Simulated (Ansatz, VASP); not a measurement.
One calculation of LaH3, two programs

File POSCAR:

```
LaH3
1.0
    0.0000000000      2.6903158949      2.6903158949
    2.6903158949      0.0000000000      2.6903158949
    2.6903158949      2.6903158949      0.0000000000
La H
1 3
Direct
    0.0000000000      0.0000000000      0.0000000000
    0.5000000000      0.5000000000      0.5000000000
    0.7500000000      0.7500000000      0.7500000000
    0.2500000000      0.2500000000      0.2500000000
```

Contents of INCAR.step1:

```
SYSTEM = LaH3
  PREC = Accurate
  ENCUT = 520
  ISMEAR = 1
  SIGMA = 0.1
  LREAL = .False.
  LASPH = .True.
  NELM = 100
  NBANDS = 15
  GGA = PE
  ALGO = Normal
  EDIFF = 1E-4
  LWAVE = .True.
  LCHARG = .False.
```

File INCAR.step2:

```
SYSTEM = LaH3
  PREC = Accurate
  ENCUT = 520
  EDIFF = 1E-6
  ISMEAR = 1
  SIGMA = 0.1
  LREAL = .False.
  LASPH = .True.
  NELM = 100
  ALGO = Normal
  ISIF = 2
  LWAVE = .False.
  LCHARG = .False.
  METAGGA = R2SCAN
  LMIXTAU = .True.
  NBANDS = 15
  ISTART = 1
```

Contents of KPOINTS:

```
regular mesh
0
Gamma
  7 7 7
  0 0 0
```

Input for Ansatz:

```yaml
crystal:
  lattice:
    - [0.0, 2.6903158949265102, 2.6903158949265102]
    - [2.6903158949265102, 0.0, 2.6903158949265102]
    - [2.6903158949265102, 2.6903158949265102, 0.0]
  atoms:
    - { symbol: La, position: [0.0, 0.0, 0.0] }
    - { symbol: H, position: [0.5, 0.5, 0.5] }
    - { symbol: H, position: [0.75, 0.75, 0.75] }
    - { symbol: H, position: [0.25, 0.25, 0.25] }
basis:
  ecutwfc: 600.0
kpoints:
  mp_grid:
    grid: [7, 7, 7]
hamiltonian:
  xc: r2scan
  pseudopotentials:
    kind: paw
scf:
  convergence:
    dr2_threshold: 1.0e-08
  occupations:
    method: methfessel_paxton
output:
  stress: true
```

The cell comes from a database or a generator and needn't be the stable form of this composition.

Alike in both runs: task single point; functional r2SCAN; k mesh 7 × 7 × 7; no spin polarisation.

|  | VASP | Ansatz |
| --- | --- | --- |
| version | VASP 6.6.1 | Ansatz 0.2.0 |
| potentials or method | VASP PAW PBE potentials, release 64 (La, H) | plane waves, PAW |
| plane-wave cutoff (eV) | 520 | 600 |
| occupations | methfessel-paxton of order 1, width 0.1 eV | methfessel-paxton of order 1 |
| valence electrons in the cell | 14 | 14 |

```csv
,VASP,Ansatz,Ansatz less VASP
pressure (GPa),9.9,10.4,+0.44
```

Ansatz warned: «stress_scf_threshold_loose».

Caveats: the PAW data sets were made with another functional, which shifts forces and pressure a little (VASP). Spin-orbit coupling is left out, which matters for the levels of La.
